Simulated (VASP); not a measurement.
# ZrS2: single point with PBE+D3(BJ)

ZrS2, a slab with vacuum:

```
S Zr
1.0
     3.64857    0.00000    0.00000
    -1.82428    3.15975    0.00000
     0.00000    0.00000   23.33416
S Zr
4 2
Direct
  0.66667 0.33333 0.19285
  0.33333 0.66667 0.31765
  0.83333 0.00000 0.44742
  0.50000 0.33333 0.57222
  0.00000 0.00000 0.25535
  0.16667 0.66667 0.50973
```

- Program: VASP 6.6.1
- Task: single point
- Functional: PBE
- Dispersion: D3(BJ)
- Potentials or basis: VASP PAW PBE potentials, release 64 (S, Zr_sv)
- Cutoff: 520 eV
- k mesh: 9 × 9 × 1
- Occupations: gaussian, width 0.05 eV
- Spin: no spin polarisation
- Dipole correction: yes
- Further INCAR settings: ALGO = Fast; EDIFF = 1e-06; NBANDS = 33

- Largest force: 0.028 eV/Å
- Band gap on the k mesh: 0.94 eV, indirect (least direct gap 1.64 eV)
- Dispersion energy per atom: -0.294 eV
- Ionisation potential of the upper face: 6.37 eV

Forces in eV/Å, atoms in the order of the input:
```
S   -0.005 -0.003 -0.007
S   -0.021 -0.017  0.006
S    0.021  0.017 -0.006
S    0.005  0.003  0.007
Zr   0.006 -0.001  0.000
Zr  -0.006  0.001  0.000
```

Levels at points of the mesh, in eV from the valence-band top:
```csv
k point,band 21,band 22,band 23,band 24,band 25,band 26,band 27,band 28
"(0.00, 0.00, 0.00)",-0.11,-0.06,-0.05,0.00,1.64,1.64,1.65,1.65
```

It took 6.2 min on 1 thread of Intel(R) Xeon(R) 6975P-C (Granite Rapids) (shared host), peak memory 0.55 GiB.

PBE gaps usually lie below the measured ones, often by a third to a half.
